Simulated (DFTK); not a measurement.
# NiO (Fm-3m) in DFTK: notebook

One crystal, NiO, is run at these levels: PBEsol, r2SCAN; tasks: band structure.

Program: DFTK 0.8.2. These are calculated values, not measurements. Logs are shortened: lines on timing, memory, paths and dates and some standing lists are left out, and cuts for length are marked.

**Experimental background.**

“Local correlations, non-local screening, multiplets, and band formation in NiO”, 2012, arxiv:1210.6675 quotes, for a bulk crystal of NiO: band gap 4.3 eV.

How close the calculation comes is told below.

## Step 1: The structure

The structure is cubic, space group Fm-3m (No. 225). Conventional cell: a = 4.172 Å, b = 4.172 Å, c = 4.172 Å, α = 90.00°, β = 90.00°, γ = 90.00°. Ni (site symmetry m-3m) has 6 O at 2.09 Å as nearest neighbours. Around O (site symmetry m-3m) lie 6 Ni at 2.09 Å.

## Step 2: Band structure, PBEsol, collinear spin, ferromagnetic start

File run.jl:

```julia
using DFTK
using PseudoPotentialData
using Unitful, UnitfulAtomic
using LinearAlgebra, Printf
include("save.jl")
disable_threading()

# lattice vectors are the columns
lattice = austrip(1u"Å") * [           0.0   2.0859016414   2.0859016414;
             2.0859016414            0.0   2.0859016414;
             2.0859016414   2.0859016414            0.0]
symbols   = [:Ni, :O]
positions = [[0.0, 0.0, 0.0],
             [0.5, 0.5, 0.5]]
pseudopotentials = Dict(:Ni => "Ni.upf", :O => "O.upf")
elements = Dict(s => ElementPsp(s, pseudopotentials; rcut=10.0) for s in unique(symbols))
atoms    = [elements[s] for s in symbols]
magnetic_moments = [1.0, 0.0]

build_model(lattice, positions; symmetries=true) =
    model_DFT(lattice, atoms, positions;
              functionals=PBEsol(),
              magnetic_moments,
              spin_polarization=:collinear,
              temperature=austrip(0.05u"eV"),
              smearing=Smearing.FermiDirac(),
              symmetries)
Ecut  = 45.0  # hartree
kgrid = [9, 9, 9]
tol   = 1e-6
to_GPa = ustrip(uconvert(u"GPa", 1u"hartree/bohr^3"))

model = build_model(lattice, positions)
basis = PlaneWaveBasis(model; Ecut, kgrid)
display(basis)
scfres = self_consistent_field(basis;
                               tol,
                               ρ=guess_density(basis, magnetic_moments),
                               nbandsalg=AdaptiveBands(model; n_bands_converge=17))
display(scfres.energies)
@printf "Fermi level: %.6f eV\n" ustrip(auconvert(u"eV", something(scfres.εF, NaN)))
forces = compute_forces_cart(scfres)
println("Forces (eV/Å)")
for (s, f) in zip(symbols, forces)
    @printf "%-3s %12.6f %12.6f %12.6f\n" s ustrip.(auconvert.(u"eV/Å", f))...
end
stress = compute_stresses_cart(scfres)
println("Stress (GPa)")
display(round.(stress * to_GPa; digits=4))
@printf "Total moment: %.4f μB\n" sum(spin_density(scfres.ρ)) * scfres.basis.dvol
println("Levels at the first k-point (eV): ", round.(ustrip.(auconvert.(u"eV", scfres.eigenvalues[1][1:scfres.n_bands_converge])); digits=4))
save_scf!(scfres; forces, stress)

points = Dict("G" => [0.0, 0.0, 0.0], "K" => [0.375, 0.375, 0.75], "L" => [0.5, 0.5, 0.5], "U" => [0.625, 0.25, 0.625], "W" => [0.5, 0.25, 0.75], "X" => [0.5, 0.0, 0.5])
segments = [("G", "X", 7), ("X", "W", 4), ("W", "K", 3), ("K", "G", 7), ("G", "L", 6), ("L", "U", 4), ("U", "W", 3), ("W", "L", 5), ("L", "K", 4), ("U", "X", 3)]
kcoords = vcat([[points[a] + t * (points[b] - points[a]) for t in range(0, 1, n)] for (a, b, n) in segments]...)
bands = compute_bands(scfres, ExplicitKpoints(kcoords); n_bands=19, tol=1e-5)
for (k, ε) in zip(bands.basis.kpoints, bands.eigenvalues)
    @printf "%d %8.4f %8.4f %8.4f " k.spin k.coordinate...
    println(join([@sprintf("%9.4f", e) for e in ustrip.(auconvert.(u"eV", ε .- scfres.εF))]))
end
results["band_energies"] = rows(bands.eigenvalues); results["band_kpoints"] = rows(kcoords)
```

Potentials or basis: SG15 1.2 (PBE).

Run with:

```console
> julia --threads=1 run.jl  # save.jl only writes the numbers to a file and isn't shown; printed stress counts tension as positive; times include loading and compiling
```

What it wrote:

```text
PlaneWaveBasis discretization:

    Ecut                 : 45.0 Ha
    fft_size             : (36, 36, 36), 46656 total points
    kgrid                : MonkhorstPack([9, 9, 9])
    num.   red. kpoints  : 729
    num. irred. kpoints  : 35

    Discretized Model(gga_x_pbe_sol+gga_c_pbe_sol, 3D):
        lattice (in Bohr)    : [0         , 3.94178   , 3.94178   ]
                               [3.94178   , 0         , 3.94178   ]
                               [3.94178   , 3.94178   , 0         ]
        unit cell volume     : 122.49 Bohr³

        atoms                : NiO
        atom potentials      : ElementPsp(:Ni, "Ni.upf")
                               ElementPsp(:O, "O.upf")

        num. electrons       : 24
        spin polarization    : collinear
        temperature          : 0.0018375 Ha
        smearing             : DFTK.Smearing.FermiDirac()

        terms                : Kinetic()
                               AtomicLocal()
                               AtomicNonlocal()
                               Ewald(nothing)
                               PspCorrection()
                               Hartree()
                               Xc(gga_x_pbe_sol, gga_c_pbe_sol)
                               Entropy()
n     Energy            log10(ΔE)   log10(Δρ)   Magnet   |Magn|   Diag   Δtime
---   ---------------   ---------   ---------   ------   ------   ----   ------
  1   -169.8590991741                   -0.66    0.787    0.787    4.9    17.5s
  2   -169.8763425716       -1.76       -0.93    0.790    0.790    1.0    8.99s
  3   -169.8771123664       -3.11       -1.23    0.829    0.829    2.1    10.4s
  4   -169.8773106848       -3.70       -1.62    0.897    0.898    1.0    9.94s
  5   -169.8773659648       -4.26       -1.98    0.955    0.956    1.0    8.72s
  6   -169.8774065183       -4.39       -2.39    1.011    1.013    1.3    10.5s
  7   -169.8774208470       -4.84       -2.95    1.051    1.053    1.9    10.1s
  8   -169.8774215073       -6.18       -3.58    1.057    1.059    1.9    11.2s
  9   -169.8774215316       -7.61       -4.10    1.055    1.057    1.9    11.7s
 10   -169.8774215381       -8.19       -4.59    1.056    1.058    1.8    9.52s
 11   -169.8774215386       -9.30       -4.95    1.056    1.058    1.7    7.98s
 12   -169.8774215387      -10.01       -5.33    1.056    1.058    1.6    9.44s
 13   -169.8774215387      -10.74       -5.95    1.056    1.058    1.6    8.18s
 14   -169.8774215387      -11.39       -6.49    1.056    1.058    2.0    12.5s
Energy breakdown (in Ha):
    Kinetic             76.2303342
    AtomicLocal         -108.0895857
    AtomicNonlocal      -53.2263922
    Ewald               -119.6116538
    PspCorrection       8.2465087
    Hartree             44.9505294
    Xc                  -18.3766593
    Entropy             -0.0005029

    total               -169.877421538726
Fermi level: 6.080968 eV
Forces (eV/Å)
Ni     -0.000000    -0.000000    -0.000000
O      -0.000000    -0.000000    -0.000000
Stress (GPa)
3×3 StaticArraysCore.SMatrix{3, 3, Float64, 9} with indices SOneTo(3)×SOneTo(3):
  9.0253  -0.0     -0.0
 -0.0      9.0253  -0.0
 -0.0     -0.0      9.0253
Total moment: 1.0562 μB
Levels at the first k-point (eV): [-97.625, -57.9744, -57.9744, -57.9744, -14.4453, 2.9282, 2.9282, 2.9282, 3.6095, 3.6095, 3.8661, 3.8661, 3.8661, 7.5492, 23.8236, 24.9659, 24.9659]
1   0.0000   0.0000   0.0000 -103.7060 -64.0554 -64.0554 -64.0554 -20.5263  -3.1527  -3.1527  -3.1527  -2.4715  -2.4715  -2.2149  -2.2149  -2.2149   1.4682  17.7427  18.8849  18.8849  18.8849  22.3863
1   0.0833   0.0000   0.0833 -103.7057 -64.0574 -64.0562 -64.0562 -20.4213  -4.3221  -3.4453  -3.4453  -2.4472  -2.2809  -1.9054  -1.9054  -1.7325   2.1512  16.1710  18.1263  18.1263  19.8084  20.9954
1   0.1667   0.0000   0.1667 -103.7050 -64.0629 -64.0584 -64.0584 -20.1371  -5.6805  -3.8747  -3.8747  -2.4599  -2.3804  -1.4530  -1.4530  -1.2680   3.7207  14.6347  16.2111  17.0987  17.0987  24.1268
1   0.2500   0.0000   0.2500 -103.7041 -64.0703 -64.0615 -64.0615 -19.7597  -6.6476  -4.1940  -4.1940  -2.7006  -2.2886  -1.1588  -1.1588  -1.0838   5.3303  13.1110  13.5241  16.5103  16.5103  27.2600
1   0.3333   0.0000   0.3333 -103.7031 -64.0776 -64.0646 -64.0646 -19.4048  -7.1004  -4.3717  -4.3717  -2.9369  -2.1960  -1.1351  -1.0702  -1.0702   6.2925  11.1078  12.7904  16.3823  16.3823  28.4557
1   0.4167   0.0000   0.4167 -103.7024 -64.0829 -64.0668 -64.0668 -19.1672  -7.1361  -4.4400  -4.4400  -3.1071  -2.1277  -1.3860  -1.1057  -1.1057   6.3243  10.4839  12.3771  16.4994  16.4994  28.7129
[... 84 lines left out ...]
2   0.5625   0.1250   0.5625 -102.9465 -63.1289 -63.1143 -63.1115 -18.7573  -6.7706  -4.9367  -4.3962  -2.2189  -0.5667  -0.5151  -0.2660  -0.0278   6.9104  10.6461  11.8572  16.5861  17.3147  28.8478
2   0.5000   0.0000   0.5000 -102.9465 -63.1303 -63.1122 -63.1122 -18.7869  -6.8735  -4.1910  -4.1910  -2.6917  -0.6373  -0.5316  -0.5316  -0.0991   6.4350  10.6726  12.4300  16.8157  16.8157  28.8000
```

It took 5.6 min on 1 thread of AMD EPYC 7R43 (Zen 3), shared host; peak memory 1.8 GiB.

Results:

```yaml
Free_energy: -4622.6001 eV
Pressure: -9.0 GPa
Band_gap_on_the_k_mesh: none (metal or under the smearing width)
Net_moment: 1.06 μB per cell
Absolute_moment: 1.06 μB per cell
Site_moments: Ni +0.89; O +0.16 μB
```

Levels at the corners of the path, in eV from the Fermi level:
Spin up:
```
point  band 11  band 12  band 13  band 14  band 15  band 16
    Γ    -2.21    -2.21    -2.21     1.47    17.74    18.88
    X    -1.55    -1.14    -1.14     6.18    10.45    12.24
    W    -1.50    -1.14    -0.72     8.51    10.60    10.60
    K    -1.27    -1.07    -0.69     7.81    10.28    10.41
    Γ    -2.21    -2.21    -2.21     1.47    17.74    18.88
    L    -0.99     0.68     0.68     5.49     9.93    14.02
    U    -1.27    -1.07    -0.69     7.81    10.28    10.41
    W    -1.50    -1.14    -0.72     8.51    10.60    10.60
    L    -0.99     0.68     0.68     5.49     9.93    14.02
    K    -1.27    -1.07    -0.69     7.81    10.28    10.41
    U    -1.27    -1.07    -0.69     7.81    10.28    10.41
    X    -1.55    -1.14    -1.14     6.18    10.45    12.24
```
Spin down:
| point | band 10 | band 11 | band 12 | band 13 | band 14 | band 15 |
| --- | --- | --- | --- | --- | --- | --- |
| Γ | -1.66 | -1.66 | -1.05 | -1.05 | 1.68 | 17.73 |
| X | -0.64 | -0.53 | -0.53 | -0.10 | 6.43 | 10.67 |
| W | -0.95 | -0.53 | -0.23 | 0.54 | 8.82 | 10.80 |
| K | -0.67 | -0.48 | 0.05 | 0.55 | 8.07 | 10.49 |
| Γ | -1.66 | -1.66 | -1.05 | -1.05 | 1.68 | 17.73 |
| L | -0.78 | -0.43 | 1.78 | 1.78 | 5.61 | 10.24 |
| U | -0.67 | -0.48 | 0.05 | 0.55 | 8.07 | 10.49 |
| W | -0.95 | -0.53 | -0.23 | 0.54 | 8.82 | 10.80 |
| L | -0.78 | -0.43 | 1.78 | 1.78 | 5.61 | 10.24 |
| K | -0.67 | -0.48 | 0.05 | 0.55 | 8.07 | 10.49 |
| U | -0.67 | -0.48 | 0.05 | 0.55 | 8.07 | 10.49 |
| X | -0.64 | -0.53 | -0.53 | -0.10 | 6.43 | 10.67 |

Caveat: the potentials were made for another functional, which shifts forces and pressure; a cell with one magnetic atom can't hold antiferromagnetic order, which such compounds often take; semilocal functionals often make such compounds metallic where correlation or magnetic order opens a gap, which also shifts bond lengths.

## Step 3: Band structure, r2SCAN, collinear spin, ferromagnetic start

run.jl: that of step 2 with these lines changed.

```diff
@@ -21,3 +21,3 @@
     model_DFT(lattice, atoms, positions;
-              functionals=PBEsol(),
+              functionals=r2SCAN(),
               magnetic_moments,
```

Potentials or basis: SG15 1.2 (PBE).

Run with:

```console
> julia --threads=1 run.jl  # save.jl only writes the numbers to a file and isn't shown; printed stress counts tension as positive; times include loading and compiling
```

What it wrote:

```text
PlaneWaveBasis discretization:

    Ecut                 : 45.0 Ha
    fft_size             : (36, 36, 36), 46656 total points
    kgrid                : MonkhorstPack([9, 9, 9])
    num.   red. kpoints  : 729
    num. irred. kpoints  : 35

    Discretized Model(mgga_x_r2scan+mgga_c_r2scan, 3D):
        lattice (in Bohr)    : [0         , 3.94178   , 3.94178   ]
                               [3.94178   , 0         , 3.94178   ]
                               [3.94178   , 3.94178   , 0         ]
        unit cell volume     : 122.49 Bohr³

        atoms                : NiO
        atom potentials      : ElementPsp(:Ni, "Ni.upf")
                               ElementPsp(:O, "O.upf")

        num. electrons       : 24
        spin polarization    : collinear
        temperature          : 0.0018375 Ha
        smearing             : DFTK.Smearing.FermiDirac()

        terms                : Kinetic()
                               AtomicLocal()
                               AtomicNonlocal()
                               Ewald(nothing)
[... 18 lines left out ...]
 13   -170.0999921827   +   -6.95       -3.59       -2.20    0.002    0.002    2.0    30.5s
 14   -170.0999921937       -7.96       -3.69       -3.60    0.001    0.001    1.3    26.3s
 15   -170.0999922272       -7.48       -4.44       -2.81    0.000    0.000    1.1    25.6s
 16   -170.0999922295       -8.63       -4.50       -3.43    0.000    0.000    2.4    32.9s
 17   -170.0999922287   +   -9.11       -4.80       -3.75    0.000    0.000    1.3    25.1s
 18   -170.0999922284   +   -9.52       -5.22       -3.79    0.000    0.000    1.5    25.3s
 19   -170.0999922285      -10.69       -5.34       -4.54    0.000    0.000    1.9    26.5s
 20   -170.0999922285   +  -11.21       -5.60       -4.56    0.000    0.000    1.1    24.1s
 21   -170.0999922285      -12.11       -6.14       -4.58    0.000    0.000    2.0    32.7s
Energy breakdown (in Ha):
    Kinetic             76.6407617
    AtomicLocal         -108.6264860
    AtomicNonlocal      -53.4713066
    Ewald               -119.6116538
    PspCorrection       8.2465087
    Hartree             45.3972396
    Xc                  -18.6745000
    Entropy             -0.0005559

    total               -170.099992228454
Fermi level: 5.849757 eV
Forces (eV/Å)
Ni     -0.000000     0.000000    -0.000000
O       0.000000     0.000000    -0.000000
Stress (GPa)
3×3 StaticArraysCore.SMatrix{3, 3, Float64, 9} with indices SOneTo(3)×SOneTo(3):
 10.2959  -0.0      0.0
  0.0     10.2959  -0.0
 -0.0      0.0     10.2959
Total moment: 0.0000 μB
Levels at the first k-point (eV): [-100.7249, -59.9186, -59.9186, -59.9186, -15.8233, 2.6347, 2.6347, 2.6347, 3.8188, 3.8188, 3.8188, 4.2759, 4.2759, 8.092, 24.8176, 25.9413, 25.9413]
1   0.0000   0.0000   0.0000 -106.5747 -65.7684 -65.7684 -65.7684 -21.6731  -3.2150  -3.2150  -3.2150  -2.0310  -2.0310  -2.0310  -1.5738  -1.5738   2.2423  18.9678  20.0916  20.0916  20.0916  24.1247
1   0.0833   0.0000   0.0833 -106.5744 -65.7704 -65.7692 -65.7692 -21.5754  -4.1899  -3.4786  -3.4786  -2.0933  -1.7513  -1.7513  -1.5489  -0.9891   2.9090  17.3336  19.4000  19.4000  21.3716  22.2701
1   0.1667   0.0000   0.1667 -106.5737 -65.7757 -65.7714 -65.7714 -21.3123  -5.5421  -3.8983  -3.8983  -2.2623  -1.4803  -1.3111  -1.3111  -0.4917   4.5067  15.7445  17.6374  18.4286  18.4286  25.4717
1   0.2500   0.0000   0.2500 -106.5728 -65.7830 -65.7744 -65.7744 -20.9660  -6.5272  -4.2211  -4.2211  -2.4901  -1.3860  -1.0165  -1.0165  -0.2803   6.2015  14.4430  14.5906  17.8928  17.8928  28.8691
1   0.3333   0.0000   0.3333 -106.5719 -65.7901 -65.7774 -65.7774 -20.6432  -7.0035  -4.4050  -4.4050  -2.7143  -1.2910  -0.9248  -0.9248  -0.3115   7.2711  12.3713  13.8244  17.8283  17.8283  30.0925
1   0.4167   0.0000   0.4167 -106.5712 -65.7952 -65.7795 -65.7795 -20.4280  -7.0714  -4.4782  -4.4782  -2.8761  -1.2209  -0.9572  -0.9572  -0.5380   7.3949  11.7003  13.3910  18.0056  18.0056  30.2665
[... 84 lines left out ...]
2   0.5625   0.1250   0.5625 -106.5710 -65.7958 -65.7823 -65.7796 -20.3278  -6.9321  -5.1973  -4.7300  -2.5062  -1.0203  -0.9670  -0.7966  -0.6051   7.7530  11.6255  12.7186  17.8678  18.5401  30.2372
2   0.5000   0.0000   0.5000 -106.5710 -65.7971 -65.7803 -65.7803 -20.3547  -7.0289  -4.4935  -4.4935  -2.9348  -1.1952  -0.9881  -0.9881  -0.6871   7.2750  11.6579  13.2512  18.1145  18.1145  29.9647
```

Wall time 16 min (1 thread of AMD EPYC 7R43 (Zen 3), shared host); peak memory 1.8 GiB.

Results:

| Quantity | Value |
| --- | --- |
| Free energy | -4628.6566 eV |
| Pressure | -10.3 GPa |
| Band gap on the k mesh | none (metal or under the smearing width) |
| Net moment | 0.00 μB per cell |
| Absolute moment | 0.00 μB per cell |

Levels at the corners of the path, in eV from the Fermi level:
Spin up:
| point | band 9 | band 10 | band 11 | band 12 | band 13 | band 14 | band 15 | band 16 |
| --- | --- | --- | --- | --- | --- | --- | --- | --- |
| Γ | -2.03 | -2.03 | -2.03 | -1.57 | -1.57 | 2.24 | 18.97 | 20.09 |
| X | -2.93 | -1.20 | -0.99 | -0.99 | -0.69 | 7.28 | 11.66 | 13.25 |
| W | -1.34 | -1.34 | -0.99 | -0.81 | 0.08 | 9.64 | 11.74 | 11.74 |
| K | -1.89 | -1.12 | -0.92 | -0.50 | 0.06 | 8.94 | 11.37 | 11.59 |
| Γ | -2.03 | -2.03 | -2.03 | -1.57 | -1.57 | 2.24 | 18.97 | 20.09 |
| L | -1.23 | -1.23 | -0.83 | 1.32 | 1.32 | 6.49 | 11.09 | 15.33 |
| U | -1.89 | -1.12 | -0.92 | -0.50 | 0.06 | 8.94 | 11.37 | 11.59 |
| W | -1.34 | -1.34 | -0.99 | -0.81 | 0.08 | 9.64 | 11.74 | 11.74 |
| L | -1.23 | -1.23 | -0.83 | 1.32 | 1.32 | 6.49 | 11.09 | 15.33 |
| K | -1.89 | -1.12 | -0.92 | -0.50 | 0.06 | 8.94 | 11.37 | 11.59 |
| U | -1.89 | -1.12 | -0.92 | -0.50 | 0.06 | 8.94 | 11.37 | 11.59 |
| X | -2.93 | -1.20 | -0.99 | -0.99 | -0.69 | 7.28 | 11.66 | 13.25 |
Spin down:
```csv
point,band 8,band 9,band 10,band 11,band 12,band 13,band 14,band 15,band 16,band 17
Γ,-3.22,-2.03,-2.03,-2.03,-1.57,-1.57,2.24,18.97,20.09,20.09
X,-4.49,-2.93,-1.20,-0.99,-0.99,-0.69,7.28,11.66,13.25,18.11
W,-5.86,-1.34,-1.34,-0.99,-0.81,0.08,9.64,11.74,11.74,14.71
K,-5.15,-1.89,-1.12,-0.92,-0.50,0.06,8.94,11.37,11.59,17.28
Γ,-3.22,-2.03,-2.03,-2.03,-1.57,-1.57,2.24,18.97,20.09,20.09
L,-5.60,-1.23,-1.23,-0.83,1.32,1.32,6.49,11.09,15.33,15.33
U,-5.15,-1.89,-1.12,-0.92,-0.50,0.06,8.94,11.37,11.59,17.28
W,-5.86,-1.34,-1.34,-0.99,-0.81,0.08,9.64,11.74,11.74,14.71
L,-5.60,-1.23,-1.23,-0.83,1.32,1.32,6.49,11.09,15.33,15.33
K,-5.15,-1.89,-1.12,-0.92,-0.50,0.06,8.94,11.37,11.59,17.28
U,-5.15,-1.89,-1.12,-0.92,-0.50,0.06,8.94,11.37,11.59,17.28
X,-4.49,-2.93,-1.20,-0.99,-0.99,-0.69,7.28,11.66,13.25,18.11
```

Caveat: the starting moments collapsed, and a magnetic state may lie lower; the potentials were made for another functional, which shifts forces and pressure; semilocal functionals often make such compounds metallic where correlation or magnetic order opens a gap, which also shifts bond lengths. With open d or f shells a metallic result of r2SCAN can be an artefact of self-interaction; +U or a hybrid may open a gap.

[end of part 1 of 2]
